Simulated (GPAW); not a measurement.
# 1T-MnO2 monolayer: work function by functional and basis, part 3 of 3

Aim: the work function of both faces of 1T-MnO2 monolayer, and its spread over functionals and bases. Where a layer proves gapped, the work function hangs on where the smearing puts the Fermi level, and the band edges take its place.

GPAW 26.7.0; GPAW, PAW setups; layer in a repeated cell with vacuum, relaxation of atoms and in-plane cell (the session's first sound run).

So far, upper work function (eV): step 3 (the slab's potential, PBE, GPAW) 7.17; step 6 (revPBE) 7.02; step 7 (RPBE) 7.01; step 8 (GPAW, PAW setups) 7.49; step 9 (mode fd, grid spacing 0.18 Å, PBE, GPAW) 7.18.

## Step 10: Atomic orbitals: mode = "lcao"

Level of this step: GPAW, PAW setups; slab in vacuum (GPAW).

Atom-centred orbitals end a few angstrom from the surface, which tests how much the density's tail matters.

run.py

```python
import json
import numpy as np
from ase import Atoms
from gpaw import GPAW

slab = Atoms(
    ['O', 'Mn', 'O'],
    positions=[
        [1.42619, 0.82341, 9.00000],
        [-0.00000, 0.00000, 9.97885],
        [0.00000, 1.64682, 10.95770]],
    cell=[[2.85237, 0.0, 0.0], [-1.42619, 2.47023, 0.0], [0.0, 0.0, 19.9577]],
    pbc=[True, True, False],
    magmoms=[0.0, 4.0, 0.0])

slab.calc = GPAW(mode='lcao', basis='dzp', h=0.18, xc='PBE', kpts={'size': (12, 12, 1), 'gamma': True},
                 occupations={'name': 'fermi-dirac', 'width': 0.05}, nbands='120%',
                 convergence={'density': 1e-05}, maxiter=200,
                 poissonsolver={'dipolelayer': 'xy'},
                 symmetry={'tolerance': 1e-3}, txt='slab.txt')
result = {}
energy = slab.get_potential_energy()
fermi = slab.calc.get_fermi_level()
v = slab.calc.get_electrostatic_potential().mean((0, 1)) - fermi
n = slab.calc.get_pseudo_density().mean((0, 1))
L = slab.cell[2, 2]
z = np.arange(len(v)) * L / len(v)
low, high = slab.positions[:, 2].min(), slab.positions[:, 2].max()
below, above = np.interp([low - 6.8, high + 6.8], z, v)
slopes = [np.interp(x, z, np.gradient(v, z)) for x in (low - 6.8, high + 6.8)]
eps = np.array([[slab.calc.get_eigenvalues(k, s) for k in range(len(slab.calc.get_ibz_k_points()))]
                for s in range(slab.calc.get_number_of_spins())]) - fermi
top, bottom = eps[eps < 0].max(), eps[eps > 0].min()
dipole = slab.get_dipole_moment()[2]
print(f'energy {energy:.4f} eV, Fermi level {fermi:.4f} eV, dipole {dipole:.5f} e A')
print(f'potential 6.8 A off the faces, from the Fermi level: lower {below:.4f} eV, upper {above:.4f} eV')
print(f'slope of the potential there: lower {slopes[0]:.5f}, upper {slopes[1]:.5f} eV/A')
print(f'nearest levels on the mesh: {top:.4f} and {bottom:.4f} eV')
print('magnetic moment', round(slab.get_magnetic_moment(), 3))
result.update(energy=energy, fermi=fermi, dipole=dipole, below=below, above=above, slopes=slopes, edges=[top, bottom],
              z=z.tolist(), v=v.tolist(), n=n.tolist(), positions=slab.positions.tolist(),
              forces=slab.get_forces(apply_constraint=False).tolist(), moments=slab.get_magnetic_moments().tolist())
json.dump(result, open('result.json', 'w'))
```

Command:

```bash
OMP_NUM_THREADS=1 OPENBLAS_NUM_THREADS=1 python run.py
```

The program printed:

```text
energy -22.3363 eV, Fermi level -7.3187 eV, dipole -0.00006 e A
potential 6.8 A off the faces, from the Fermi level: lower 7.3187 eV, upper 7.3187 eV
slope of the potential there: lower 0.00000, upper -0.00000 eV/A
nearest levels on the mesh: -0.5663 and 0.4708 eV
magnetic moment 3.0
```

Elapsed: 90 s, on 1 thread of Arm Neoverse V1, shared host; peak memory 0.21 GiB.

This step gave:

| Item | Value |
| --- | --- |
| dipole along the normal | -5.66e-5 e·Å |
| levels nearest the Fermi level on the mesh | -0.5663, 0.4708 eV from the Fermi level |
| upper work function | 7.319 eV |
| lower work function | 7.319 eV |
| site moments | 0.03488, 2.820, 0.03488 μB |
| upper ionisation energy | 7.885 eV |
| sum of the site moments | 2.890 μB |

Table of electrostatic potential energy of an electron (without an applied field's), less the Fermi level, planar mean by z:

z (Å), electrostatic potential energy of an electron (without an applied field's), less the Fermi level, planar mean (eV) and a bar from the least value:
```
      0.0        7.3 ##############################
      0.5        7.3 ##############################
      1.0        7.3 ##############################
      1.5        7.3 ##############################
      2.0        7.3 ##############################
      2.5        7.3 ##############################
      3.0        7.3 ##############################
      3.5        7.3 ##############################
      4.0        7.3 ##############################
      4.5        7.3 ##############################
      5.0        7.3 ##############################
      5.5        7.3 ##############################
      6.0        7.3 ##############################
      6.5        7.3 ##############################
      7.0        7.3 ##############################
      7.5        7.2 ##############################
      8.0        6.6 #############################
      8.5        2.4 ########################
      9.0      -12.3 ######
      9.5      -10.6 ########
     10.0      -17.3 
     10.5      -10.1 #########
     11.0      -11.5 #######
     11.5        3.2 #########################
     12.0        6.7 #############################
     12.5        7.2 ##############################
     13.0        7.3 ##############################
     13.5        7.3 ##############################
     14.0        7.3 ##############################
     14.5        7.3 ##############################
     15.0        7.3 ##############################
     15.5        7.3 ##############################
     16.0        7.3 ##############################
     16.5        7.3 ##############################
     17.0        7.3 ##############################
     17.5        7.3 ##############################
     18.0        7.3 ##############################
     18.5        7.3 ##############################
     19.0        7.3 ##############################
     19.5        7.3 ##############################
```

The highest filled level lies 0.566 eV under the Fermi level, so the ionisation energy from the upper face is 7.319 + 0.566 = 7.885 eV, against 7.764 eV in the base run.

## Step 11: The ladder

Times are for 1 thread of Arm Neoverse V1, shared host. The runs compared:

```
no.         run  upper ionisation energy (eV)     time  memory (GiB)
  1          pw                         7.764     62 s          0.25
  2         LDA                         7.923     58 s          0.24
  3     vdW DF2                         8.306     72 s          0.38
  4      revPBE                         7.661     65 s          0.25
  5        RPBE                         7.666     65 s          0.25
  6  optPBE vdW                         8.046     71 s          0.38
  7          fd                         7.770  2.2 min          0.44
  8        lcao                         7.885     90 s          0.21
```

## Step 12: Side by side

Results and costs are gathered.

This step: comparison of work functions, dipole and cost (GPAW 26.7.0).

Ladder, by row:

```
      step  code  work function, upper (eV)  work function, lower (eV)  dipole (e Å)  wall time (s)  peak memory (GiB)  threads
        pw  GPAW                      7.165                      7.165      -5.26e-5          61.92               0.25        1
       LDA  GPAW                      7.525                      7.525      -5.19e-5          58.46               0.24        1
   vdW-DF2  GPAW                      7.781                      7.781      -5.39e-5          71.59               0.38        1
    revPBE  GPAW                      7.023                      7.023      -5.27e-5          65.28               0.25        1
      RPBE  GPAW                      7.014                      7.014      -5.28e-5          65.43               0.25        1
optPBE-vdW  GPAW                      7.486                      7.486      -5.33e-5          71.31               0.38        1
        fd  GPAW                      7.176                      7.176      -5.73e-5          130.5               0.44        1
      lcao  GPAW                      7.319                      7.319      -5.66e-5          89.94               0.21        1
```

## Step 13: What came out

| Quantity | Value |
| --- | --- |
| work function, both faces (Fermi level placed in the gap by the smearing) | 7.17 eV |
| ionisation energy from the upper face (highest filled level on the mesh) | 7.76 eV |
| electron affinity from the upper face (lowest empty Kohn-Sham level on the mesh) | 6.66 eV |
| dipole along the normal | -5.3e-5 e Å, near the numerical noise |

With plane waves and PBE the ionisation energy from the upper face is 7.76 eV and the Kohn-Sham electron affinity 6.66 eV. The levels nearest the Fermi level on the mesh lie 1.10 eV apart, so the slab is gapped there: the smearing puts the Fermi level inside the gap, and from either face the ionisation energy is the work function plus 0.60 eV. Both are Kohn-Sham levels on the mesh, and semilocal gaps are too small, so the affinity tends to come out too large and the ionisation energy too small. Work functions of a gapped slab move with the place of the Fermi level in the gap; over the runs without a planted fault the highest filled level on the mesh lies 7.66 (revPBE) to 8.31 eV (vdW-DF2) under the upper vacuum level. One magnetic start was tried; another order may lie lower. The layer's cell and atoms come from the relaxation; spin-orbit coupling and temperature are left out.

[Logs are printed without paths, hosts, clocks, repeated set-up lines and the standing remarks that a program may print on its own settings, such as how far it seeks lower states.]

[Hosts, paths, dates, database ids (printed as entryN), source tags and the programs' standing remarks are cut or masked in the printed files.]
